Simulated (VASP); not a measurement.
# AlP (F-43m) in VASP: notebook, part 2 of 3

VASP 6.6.1. Earlier steps stand in the parts before.

## 4. Relaxation of cell and atoms, PBE, target pressure 2 GPa, at which the enthalpy is minimised

This run uses another cell than the first one, of 20.25 Å³/atom, 0.970 times its volume.

INCAR reads:

```
SYSTEM = AlP
ALGO = Normal
EDIFF = 1E-7
EDIFFG = -0.02
ENCUT = 500
GGA = PE
GGA_COMPAT = .False.
IBRION = 2
ISIF = 3
ISMEAR = 0
LASPH = .True.
LCHARG = .False.
LREAL = .False.
LWAVE = .False.
NELM = 120
NELMIN = 4
NSW = 50
PREC = Accurate
PSTRESS = 20.0
SIGMA = 0.01
```

KPOINTS reads:

```
k-points
0
Gamma
  6 6 6
  0 0 0
```

POSCAR reads:

```
AlP
1.0
    0.0000000000      2.7255000000      2.7255000000
    2.7255000000      0.0000000000      2.7255000000
    2.7255000000      2.7255000000      0.0000000000
Al P
1 1
Direct
    0.0000000000      0.0000000000      0.0000000000
    0.2500000000      0.2500000000      0.2500000000
```

Potentials or basis: VASP PAW PBE potentials, release 64 (Al, P).

Command:

```console
$ cat potpaw_PBE.64/Al/POTCAR potpaw_PBE.64/P/POTCAR > POTCAR
$ mpirun -np 1 vasp_std > vasp.out
```

OUTCAR:

```text
SYSTEM = AlP
   EDIFF = 1E-7
   EDIFFG = -0.02
   ENCUT = 500
   GGA = PE
   IBRION = 2
   ISIF = 3
   ISMEAR = 0
   LASPH = .True.
   LREAL = .False.
   NELM = 120
   NELMIN = 4
   NSW = 50
   PREC = Accurate
   PSTRESS = 20.0

 ion  position               nearest neighbor table
   1  0.000  0.000  0.000-   2 2.36   2 2.36   2 2.36   2 2.36
   2  0.250  0.250  0.250-   1 2.36   1 2.36   1 2.36   1 2.36

  LATTYP: Found a face centered cubic cell.
 ALAT       =     5.4510000000

  Lattice vectors:

 A1 = (   0.0000000000,   2.7255000000,   2.7255000000)
 A2 = (   2.7255000000,   0.0000000000,   2.7255000000)
 A3 = (   2.7255000000,   2.7255000000,   0.0000000000)

Analysis of symmetry for initial positions (statically):
=====================================================================
 Subroutine PRICEL returns:
 Original cell was already a primitive cell.

 Routine SETGRP: Setting up the symmetry group for a
 face centered cubic supercell.

 Subroutine GETGRP returns: Found 24 space group operations
 (whereof 24 operations were pure point group operations)
 out of a pool of 48 trial point group operations.

The static configuration has the point symmetry T_d .

Analysis of symmetry for dynamics (positions and initial velocities):
=====================================================================
 Subroutine PRICEL returns:
 Original cell was already a primitive cell.

 Routine SETGRP: Setting up the symmetry group for a
 face centered cubic supercell.

 Subroutine GETGRP returns: Found 24 space group operations
 (whereof 24 operations were pure point group operations)
 out of a pool of 48 trial point group operations.

The dynamic configuration has the point symmetry T_d .

 Subroutine INISYM returns: Found 24 space group operations
 (whereof 24 operations are pure point group operations),
 and found     1 'primitive' translations

----------------------------------------------------------------------------------------

                                     Primitive cell

  volume of cell :      40.4919
[... 89 lines left out ...]
   TEBEG  =    0.0;   TEEND  =   0.0 temperature during run
   PSTRESS=   20.0 pullay stress
   NELECT =       8.0000    total number of electrons
   NUPDOWN=      -1.0000    fix difference up-down
   EMIN   =  10.00;   EMAX   =-10.00  energy-range for DOS
   EFERMI =   0.00;   METHOD = LEGACY
   ISMEAR =     0;   SIGMA  =   0.01  broadening in eV -4-tet -1-fermi 0-gaus
   EFERMI_NEDOS =   21; number of points for ismear=-14 and -15
   IALGO  =     38    algorithm
   IMIX   =      4    mixing-type and parameters
     AMIX     =   0.40;   BMIX     =  1.00
     AMIX_MAG =   1.60;   BMIX_MAG =  1.00
  volume/ion in A,a.u.               =      20.25       136.63
  Fermi-wavevector in a.u.,A,eV,Ry     =   0.953488  1.801831 12.369596  0.909140
  Thomas-Fermi vector in A             =   2.082148
   LORBIT       =      0    0 simple, 1 ext, 2 COOP (PROOUT), +10 PAW based schemes
   GGA     = PE    functional components
   LHFCALC =     F    Hartree Fock is set to
   AEXX    =    0.0000 exact exchange contribution
   IVDW    =     0    specifies the selected vdW correction
   LEPSILON=     F    determine dielectric tensor
   LRPA    =     F    only Hartree local field effects (RPA)
 conjugate gradient relaxation of ions
 non-spin polarized calculation
 Gauss-broadening in eV      SIGMA  =   0.01
  energy-cutoff  :      500.00
  volume of cell :       40.49
 maximum number of plane-waves:      1056
   NGX = 13   NGY = 13   NGZ = 13

--------------------------------------- Ionic step        1  -------------------------------------------

 number of electron       8.0000000 magnetization

 Free energy of the ion-electron system (eV)
  ---------------------------------------------------
  ext. energy  EPLUGINS =         0.00000000
  ---------------------------------------------------
  free energy    TOTEN  =       -10.35906983 eV

  energy without entropy =      -10.35906983  energy(sigma->0) =      -10.35906983

------------------------ aborting loop because EDIFF is reached ----------------------------------------

  FORCE on cell =-STRESS in cart. coord.  units (eV):
  Direction    XX          YY          ZZ          XY          YZ          ZX
  --------------------------------------------------------------------------------------
  -------------------------------------------------------------------------------------
  Total        0.6759016      0.6759016      0.6759016     -0.0000000      0.0000000     -0.0000000
  in kB       26.7439470     26.7439470     26.7439470     -0.0000000      0.0000000     -0.0000000
  external PRESSURE =       6.7439470 kB  Pullay stress =      20.0000000 kB
[... 63 lines left out ...]
--------------------------------------- Ionic step        3  -------------------------------------------

 number of electron       8.0000000 magnetization

 Free energy of the ion-electron system (eV)
  ---------------------------------------------------
  ext. energy  EPLUGINS =         0.00000000
  ---------------------------------------------------
  free energy    TOTEN  =       -10.36335330 eV

  energy without entropy =      -10.36335330  energy(sigma->0) =      -10.36335330

 E-fermi :   4.6119     XC(G=0):  -9.1979

 val. band max:        4.5641756347   @ k =   0.0000   0.0000   0.0000
 cond. band min:       6.1451960192   @ k =   0.5000   0.5000   0.0000
 fundamental gap:      1.5810203846
 Fermi energy:         4.6119312307

 k-point     1 :       0.0000    0.0000    0.0000
  band No.  band energies     occupation
      1      -6.9287      2.00000
      2       4.5642      2.00000
      3       4.5642      2.00000
      4       4.5642      2.00000
      5       7.8498      0.00000
      6       9.1195      0.00000
      7       9.1195      0.00000
      8       9.1195      0.00000
[... 196 lines left out ...]
  energy  without entropy=      -10.3633532977  energy(sigma->0) =      -10.36335330

  enthalpy is  TOTEN    =        -9.8542214362 eV   P V=        0.5091318615

 reached required accuracy - stopping structural energy minimisation
```

CONTCAR:

```text
AlP
   1.00000000000000
     0.0000000000000000    2.7320813229030207    2.7320813229030207
     2.7320813229030207    0.0000000000000000    2.7320813229030207
     2.7320813229030207    2.7320813229030207    0.0000000000000000
  Al              P
     1     1
Direct
     0.0000000000000000    0.0000000000000000    0.0000000000000000
     0.2500000000000000    0.2500000000000000    0.2500000000000000

  0.00000000E+00  0.00000000E+00  0.00000000E+00
  0.00000000E+00  0.00000000E+00  0.00000000E+00
```

Run time: 7.9 s. Hardware: 1 thread of Intel Xeon 6975P-C (Granite Rapids), shared host; peak memory 0.14 GiB.

What came out:

* Free energy: -10.3634 eV
* Relaxed volume: 20.39 Å³/atom
* Relaxed cell: a = 3.864 Å, b = 3.864 Å, c = 3.864 Å, α = 60.00°, β = 60.00°, γ = 60.00°
* Space group after relaxing (to 0.05 Å): F-43m (No. 216)
* Energy change on relaxing (the enthalpy is what falls): -2.1 meV/atom
* Ionic steps: 3
* Pressure after relaxing: 2.0 GPa
* Band gap on the k mesh: 1.58 eV, indirect (least direct gap 3.29 eV)

The path:
```csv
step,energy change (eV),largest force (eV/Å),pressure (GPa),volume (Å³)
1,0.0000,0.0000,2.67,40.49
2,-0.0066,0.0000,1.55,40.99
3,-0.0043,0.0000,2.01,40.79
```

Final structure:
```xyz
2
Lattice="0.0000 2.7321 2.7321 2.7321 0.0000 2.7321 2.7321 2.7321 0.0000" Properties=species:S:1:pos:R:3 pbc="T T T"
Al    0.0000    0.0000    0.0000
P     1.3660    1.3660    1.3660
```

Caveat: the cell is relaxed towards a set pressure, so the enthalpy falls and the energy may rise. Zero-point motion and thermal expansion aren't in these numbers.

## 5. Relaxation of cell and atoms, PBE, target pressure 4 GPa, at which the enthalpy is minimised

This run uses another cell than the first one, of 20.25 Å³/atom, 0.970 times its volume.

INCAR reads:

```
ALGO     = Normal         # electronic algorithm
EDIFF    = 1E-7           # SCF threshold, eV
EDIFFG   = -0.02          # ionic threshold
ENCUT    = 500            # plane-wave cutoff, eV
GGA      = PE             # functional
GGA_COMPAT= False        
IBRION   = 2              # ionic algorithm
ISIF     = 3              # what is computed and relaxed
ISMEAR   = 0              # smearing method
LASPH    = True           # aspherical terms in the spheres
LCHARG   = False          # write CHGCAR
LREAL    = False          # projectors in reciprocal space
LWAVE    = False          # write WAVECAR
NELM     = 120            # most SCF steps
NELMIN   = 4            
NSW      = 50             # ionic steps
PREC     = Accurate       # precision mode
PSTRESS  = 40.0         
SIGMA    = 0.01           # smearing width, eV
```

KPOINTS reads:

```
k-points
0
Gamma
  6 6 6
```

POSCAR is that of step 4.

Potentials or basis: VASP PAW PBE potentials, release 64 (Al, P).

Command:

```console
$ cat potpaw_PBE.64/Al/POTCAR potpaw_PBE.64/P/POTCAR > POTCAR
$ mpirun -np 1 vasp_std > vasp.out
```

OUTCAR:

```text
EDIFF = 1E-7
   EDIFFG = -0.02
   ENCUT = 500
   GGA = PE
   IBRION = 2
   ISIF = 3
   ISMEAR = 0
   LASPH = True
   LREAL = False
   NELM = 120
   NELMIN = 4
   NSW = 50
   PREC = Accurate
   PSTRESS = 40.0

 ion  position               nearest neighbor table
   1  0.000  0.000  0.000-   2 2.36   2 2.36   2 2.36   2 2.36
   2  0.250  0.250  0.250-   1 2.36   1 2.36   1 2.36   1 2.36

  LATTYP: Found a face centered cubic cell.
 ALAT       =     5.4510000000

  Lattice vectors:

 A1 = (   0.0000000000,   2.7255000000,   2.7255000000)
 A2 = (   2.7255000000,   0.0000000000,   2.7255000000)
 A3 = (   2.7255000000,   2.7255000000,   0.0000000000)

Analysis of symmetry for initial positions (statically):
=====================================================================
 Subroutine PRICEL returns:
 Original cell was already a primitive cell.

 Routine SETGRP: Setting up the symmetry group for a
 face centered cubic supercell.

 Subroutine GETGRP returns: Found 24 space group operations
 (whereof 24 operations were pure point group operations)
 out of a pool of 48 trial point group operations.

The static configuration has the point symmetry T_d .

[... 138 lines left out ...]
  volume of cell :       40.49
 maximum number of plane-waves:      1056
   NGX = 13   NGY = 13   NGZ = 13

--------------------------------------- Ionic step        1  -------------------------------------------

 number of electron       8.0000000 magnetization

 Free energy of the ion-electron system (eV)
  ---------------------------------------------------
  ext. energy  EPLUGINS =         0.00000000
  ---------------------------------------------------
  free energy    TOTEN  =       -10.35906983 eV

  energy without entropy =      -10.35906983  energy(sigma->0) =      -10.35906983

------------------------ aborting loop because EDIFF is reached ----------------------------------------

  FORCE on cell =-STRESS in cart. coord.  units (eV):
  Direction    XX          YY          ZZ          XY          YZ          ZX
  --------------------------------------------------------------------------------------
  -------------------------------------------------------------------------------------
  Total        0.6759016      0.6759016      0.6759016     -0.0000000      0.0000000     -0.0000000
  in kB       26.7439470     26.7439470     26.7439470     -0.0000000      0.0000000     -0.0000000
  external PRESSURE =     -13.2560530 kB  Pullay stress =      40.0000000 kB
[... 63 lines left out ...]
--------------------------------------- Ionic step        3  -------------------------------------------

 number of electron       8.0000000 magnetization

 Free energy of the ion-electron system (eV)
  ---------------------------------------------------
  ext. energy  EPLUGINS =         0.00000000
  ---------------------------------------------------
  free energy    TOTEN  =       -10.34754573 eV

  energy without entropy =      -10.34754573  energy(sigma->0) =      -10.34754573

 E-fermi :   4.8399     XC(G=0):  -9.2799

 val. band max:        4.7583537356   @ k =   0.0000   0.0000   0.0000
 cond. band min:       6.2968760613   @ k =   0.5000   0.5000   0.0000
 fundamental gap:      1.5385223257
 Fermi energy:         4.8399049327

 k-point     1 :       0.0000    0.0000    0.0000
  band No.  band energies     occupation
      1      -6.8563      2.00000
      2       4.7584      2.00000
      3       4.7584      2.00000
      4       4.7584      2.00000
      5       8.2250      0.00000
      6       9.3430      0.00000
      7       9.3430      0.00000
      8       9.3430      0.00000
[... 196 lines left out ...]
  energy  without entropy=      -10.3475457310  energy(sigma->0) =      -10.34754573

  enthalpy is  TOTEN    =        -9.3504747662 eV   P V=        0.9970709648

 reached required accuracy - stopping structural energy minimisation
```

OSZICAR:

```text
N       E                     dE             d eps       ncg     rms          rms(c)
DAV:   1     0.107859262353E+02    0.10786E+02   -0.31905E+03   264   0.744E+02
DAV:   2    -0.102634606061E+02   -0.21049E+02   -0.19579E+02   368   0.894E+01
DAV:   3    -0.107117118155E+02   -0.44825E+00   -0.44825E+00   328   0.171E+01
[... 27 lines left out ...]
DAV:   4    -0.103475553061E+02    0.15451E-04   -0.19283E-05   280   0.327E-02    0.266E-02
DAV:   5    -0.103475463918E+02    0.89142E-05   -0.69566E-06   320   0.160E-02    0.109E-02
DAV:   6    -0.103475458335E+02    0.55838E-06   -0.31943E-07   296   0.431E-03    0.389E-03
DAV:   7    -0.103475456895E+02    0.14397E-06   -0.58166E-08   184   0.155E-03    0.128E-03
DAV:   8    -0.103475457310E+02   -0.41484E-07   -0.21251E-09   128   0.384E-04
   3 F= -.93504748E+01 E0= -.93504748E+01  d E =-.232767E-02
```

It took 8.2 s on 1 thread of Intel Xeon 6975P-C (Granite Rapids), shared host; peak memory 0.14 GiB.

What came out:

```yaml
Free_energy: -10.3475 eV
Relaxed_volume: 19.97 Å³/atom
Relaxed_cell: a = 3.837 Å, b = 3.837 Å, c = 3.837 Å, α = 60.00°, β = 60.00°, γ = 60.00°
Space_group_after_relaxing_to_0.05_Å: F-43m (No. 216)
Energy_change_on_relaxing_the_enthalpy_is_what_falls: +5.8 meV/atom
Ionic_steps: 3
Pressure_after_relaxing: 4.0 GPa
Band_gap_on_the_k_mesh: 1.54 eV, indirect (least direct gap 3.47 eV)
```

The path:
| step | energy change (eV) | largest force (eV/Å) | pressure (GPa) | volume (Å³) |
| --- | --- | --- | --- | --- |
| 1 | 0.0000 | 0.0000 | 2.67 | 40.49 |
| 2 | 0.0234 | 0.0000 | 5.07 | 39.52 |
| 3 | 0.0115 | 0.0000 | 4.00 | 39.94 |

Final structure:
```
Al P
1.0
     0.00000    2.71299    2.71299
     2.71299    0.00000    2.71299
     2.71299    2.71299    0.00000
Al P
1 1
Direct
  0.00000 0.00000 0.00000
  0.25000 0.25000 0.25000
```

Levels at points of the mesh, in eV from the valence-band top:
```tsv
k point	band 2	band 3	band 4	band 5	band 6	band 7
(0.00, 0.00, 0.00)	0.00	0.00	0.00	3.47	4.58	4.58
(0.50, 0.00, 0.00)	-5.61	-0.77	-0.77	2.88	4.82	4.82
(0.50, 0.50, 0.00)	-5.37	-2.14	-2.14	1.54	2.46	11.23
```

Caveat: the cell is relaxed towards a set pressure, so the enthalpy falls and the energy may rise.

(Part 2 of 3 ends here.)
